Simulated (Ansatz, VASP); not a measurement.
# BC214 in two plane-wave programs, part 2 of 2

One calculation is typed for both programs; each brings its own data sets. How far apart do they land? The cell is taken from a series of runs on this material, whose earlier steps may have relaxed, scaled, displaced or heated it; both programs get it as it stands.

VASP 6.6.1 and Ansatz 0.2.0.

So far: Starting point; Ansatz: single point, LDA.

**3. VASP: single point, LDA**

Level of this step: LDA, spin-polarised from a ferromagnetic start; plane waves and PAW (C, B) (VASP).

The same cell, functional (in two slightly different forms), mesh and smearing now go to VASP, with its own data sets.

Lines of VASP's logs that name or quote its potential files are left out, and so is its time.

The input, INCAR:

```
SYSTEM = BC214
PREC = Accurate
ENCUT = 520
EDIFF = 1E-06
NELM = 200
ISMEAR = -1
SIGMA = 0.01
LREAL = Auto
ALGO = Normal
GGA = PW92
NBANDS = 580
ISPIN = 2
MAGMOM = 0 -0 -0 -0 -0 0 -0 -0 0 0 0 -0 0 0 -0 0 0 0 -0 0 0 -0 0 -0 0 0 -0 0 0 0 0 -0 0 0 0 0 -0 -0 0 0 0 0 0 0 0 -0 -0 -0 0 0 0 -0 0 -0 -0 0 0 0 0 0 0 -0 -0 -0 -0 0 -0 -0 -0 0 0 0 -0 -0 0 0 0 0 -0 -0 0 0 0 0 -0 0 -0 -0 0 -0 0 0.01 0 -0 -0 -0 0 0 0 0 -0 0 -0 -0 0.04 0.16 0.16 -0 -0 -0 0 0 0 0 -0 -0 -0 -0 0 -0 0.01 0 0 -0 -0 -0 0 0 0 0 -0 -0 -0 -0 0 0 0 0 0 0 -0 -0 0 0 0 0 -0 -0 -0 -0 -0 0.01 0 0 0 -0 0 -0 0 0 0 0 -0 -0 -0 -0 -0 0.01 0 0 0 -0 -0 0 0 0 0 0 -0 -0 -0 -0 0.01 0 0 0 0 -0 0 -0 0 0 0 0 -0 -0 -0 -0 0.01 0 0 0 0 -0 -0 0 0 0 0 0 -0 -0 -0 -0 -0
LORBIT = 11
LWAVE = .FALSE.
LCHARG = .FALSE.
ISIF = 2
NUPDOWN = 1
LASPH = .TRUE.
GGA_COMPAT = .FALSE.
```

The input, POSCAR:

```
BC214
1.0
   10.5951880973      0.0000000000      0.0000000000
    0.0000000000     10.5951880973      0.0000000000
    0.0000000000      0.0000000000     10.5951880973
C B
214 1
Direct
    0.0004204892      0.0004902259      0.0000587616
    0.0007439174      0.1673656772      0.1669381398
[... 3 atom lines left out ...]
    0.0844233951      0.2509108754      0.2504830492
    0.2508421316      0.0844532063      0.2504888535
    0.2508435172      0.2509173172      0.0840240097
[... 3 atom lines left out ...]
    0.1675499378      0.1675585345      0.3342734563
[... 1 atom line left out ...]
    0.0829064270      0.2504105997      0.5840205518
[... 1 atom line left out ...]
    0.2503533450      0.2501632914      0.4211038659
[... 10 atom lines left out ...]
    0.1675511633      0.3347009989      0.1671302586
[... 3 atom lines left out ...]
    0.2503522421      0.4215357837      0.2497323132
[... 1 atom line left out ...]
    0.0004413822      0.3338325470      0.3334029376
[... 1 atom line left out ...]
    0.1660806964      0.3331699112      0.5011290294
    0.1660786504      0.5015609826      0.3327387652
    0.0837585239      0.4170456360      0.4166148755
[... 1 atom line left out ...]
    0.2505938714      0.4163990464      0.5823838217
    0.2505876458      0.5828233447      0.4159696259
[... 3 atom lines left out ...]
    0.1662850393      0.5004486237      0.6670906023
[... 29 atom lines left out ...]
    0.3345940012      0.1677006145      0.1672717561
[... 3 atom lines left out ...]
    0.4215667608      0.2504000403      0.2499707484
[... 2 atom lines left out ...]
    0.3337875770      0.0005150121      0.3334123603
    0.3332677707      0.1659141221      0.5013415720
[... 1 atom line left out ...]
    0.5014977028      0.1661347100      0.3330027871
    0.4170075188      0.0836727420      0.4167288087
    0.4169989591      0.2493658734      0.5834867768
[... 1 atom line left out ...]
    0.5827752310      0.2501066391      0.4165843442
[... 8 atom lines left out ...]
    0.3337882693      0.3338413951      0.0000850237
    0.3332664653      0.5017721672      0.1654824133
    0.5014972651      0.3334321711      0.1657043243
[... 1 atom line left out ...]
    0.4170067582      0.4171589794      0.0832423553
    0.4169947289      0.5839186589      0.2489383183
    0.5827685748      0.4170104100      0.2496846501
[... 1 atom line left out ...]
    0.3275650433      0.5037972317      0.5033538878
    0.5037467116      0.3260469567      0.5051704308
    0.5037397529      0.5056075119      0.3256241616
    0.4163474954      0.5814170071      0.5809822052
    0.5815549050      0.4157236402      0.5815271900
    0.5815535759      0.5819610712      0.4152956117
    0.3336682335      0.3333349286      0.6664838464
[... 2 atom lines left out ...]
    0.4995200292      0.4993381222      0.6656570190
    0.4166916807      0.4166250888      0.7495101992
[... 11 atom lines left out ...]
    0.3336653918      0.6669212916      0.3329044637
[... 1 atom line left out ...]
    0.4995213215      0.6660940794      0.4989075586
[... 1 atom line left out ...]
    0.4166913904      0.7499449782      0.4161948760
[... 43 atom lines left out ...]
    0.6661880903      0.3337868470      0.3333595880
    0.6655448122      0.4993228726      0.4988903731
[... 2 atom lines left out ...]
    0.7496232620      0.4167245487      0.4162926595
[... 35 atom lines left out ...]
    0.3331451585      0.3335350783      0.3331017334
```

The input, KPOINTS:

```
Automatic mesh
0
Gamma
1 1 1
0 0 0
```

The projector-augmented-wave data sets are C and B (LDA family, release 64).

Command:

```console
export OMP_NUM_THREADS=3
mpirun -np 1 vasp_gam
```

Log:

```text
[banner, memory and clock lines left out]
running    1 mpi-ranks, on    1 nodes
[...]
Offloading initialized ...    1 GPUs detected
[...]
|                                                                             |
|               ----> ADVICE to this user running VASP <----                  |
|                                                                             |
|     You enforced a specific xc type in the INCAR file but a different       |
|     [... a line on the potential file left out ...]
|     I HOPE YOU KNOW WHAT YOU ARE DOING!                                     |
|                                                                             |

 LDA part: xc-table for (Slater(with rela. corr.)+PW92), standard interpolation
 POSCAR, INCAR and KPOINTS ok, starting setup
[...]
entering main loop
       N       E                     dE             d eps       ncg     rms          rms(c)
DAV:   1     0.593605856822E+04    0.59361E+04   -0.52571E+05  2320   0.155E+03
DAV:   2    -0.167444429771E+04   -0.76105E+04   -0.71302E+04  3040   0.355E+02
DAV:   3    -0.224965728349E+04   -0.57521E+03   -0.56840E+03  2904   0.929E+01
DAV:   4    -0.226354641378E+04   -0.13889E+02   -0.13827E+02  2920   0.158E+01
[...]
DAV:  18    -0.216947742312E+04   -0.14386E-06   -0.13875E-05  2848   0.532E-03    0.264E-02
DAV:  19    -0.216947742174E+04    0.13799E-05   -0.72245E-06  2648   0.450E-03    0.593E-03
DAV:  20    -0.216947742193E+04   -0.18612E-06   -0.29565E-06  2024   0.206E-03
   1 F= -.21694774E+04 E0= -.21694728E+04  d E =-.931984E-02  mag=     1.0000
```

OUTCAR, selected parts (step 3):

```text
 magnetization (x)
# of ion       s       p       d       tot
------------------------------------------
    1        0.000   0.000   0.000   0.000
    2       -0.000  -0.000   0.000  -0.000
    3       -0.000  -0.000   0.000  -0.000
    4       -0.000  -0.000   0.000  -0.000
    5       -0.000  -0.000   0.000  -0.000
    6       -0.000   0.000   0.000   0.000
[...]
213       -0.000  -0.000   0.000  -0.000
  214       -0.000  -0.000   0.000  -0.000
  215       -0.001  -0.006   0.000  -0.007
--------------------------------------------------
tot          0.067   0.575   0.000   0.642
```

The run ends at a pressure of 1.30 GPa, with forces up to 0.29 eV/Å.

**4. Comparison**

Known differences besides the potentials themselves: VASP starts from the moments at which Ansatz ended; the two LDA forms differ slightly; the cutoff is 820 eV in Ansatz and 520 eV in VASP (PREC = Accurate, projectors in real space); VASP's log shows a relativistic correction to its local exchange, Ansatz's none; site moments are counted in spheres of each program's own size; Ansatz's log warns that its cutoff lies below the recommended one. Total energies have different zeros and are not compared.

Compared:

```tsv
quantity	Ansatz	VASP	difference
total moment, fixed by the input (μB)	1.00	1.00	0.00
moment on C107 (μB)	0.16	0.22	-0.05
moment on C106 (μB)	0.17	0.22	-0.05
```

**5. What came out**

```json
{"difference in moment on C107 (single point, LDA)": "-0.053 μB"}
```

What this shows: The difference in moment on C107 is -0.053 μB (single point, LDA). Such differences can come from data sets, numerical settings and the points named under the comparisons, not from the functional's error against experiment.

[Lines on the potential files, build, host, timing and source positions are cut from VASP's logs without a mark.]

[Logs are printed without paths, hosts, clocks, repeated set-up lines and the standing remarks that a program may print on its own settings, such as how far it seeks lower states.]

[Hosts, paths, dates, database ids (printed as entryN), source tags and the programs' standing remarks are cut or masked in the printed files.]
